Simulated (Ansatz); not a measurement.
## Au: changing the functional

The structure is cubic, space group Pm-3m (No. 221). Conventional cell: a = 2.748 Å, b = 2.748 Å, c = 2.748 Å, α = 90.00°, β = 90.00°, γ = 90.00°. Au (site symmetry m-3m) has 6 Au at 2.75 Å as nearest neighbours.

This isn't the form of Au at room conditions, which is fcc.

Kept alike: task band structure; k mesh 10 × 10 × 10; occupations fermi-dirac, width 0.05 eV; no spin polarisation. Program: Ansatz, Ansatz PAW. Cutoffs run from 420 to 500 eV. The mesh is that of the run's cell of 1 atom. No spin-orbit coupling.

```csv
functional,pressure (GPa)
BLYP,7.57
LDA,-9.95
PBE,0.23
PBEsol,-6.33
RPBE,3.58
r2SCAN,-3.27
revPBE,2.63
```

Pressure is positive in compression, with a Pulay correction for the finite cutoff. For a metal such a mesh leaves the last digits unconverged. All rows use potentials made for PBE.

Q: What does the functional change here?

A: The pressure runs from -9.95 (LDA) to 7.57 GPa (BLYP). From PBE: BLYP +7.34; LDA -10.18; PBEsol -6.56; RPBE +3.35; r2SCAN -3.50; revPBE +2.40. A positive pressure means that the functional's own cell is larger than the one given, a negative one that it is smaller.
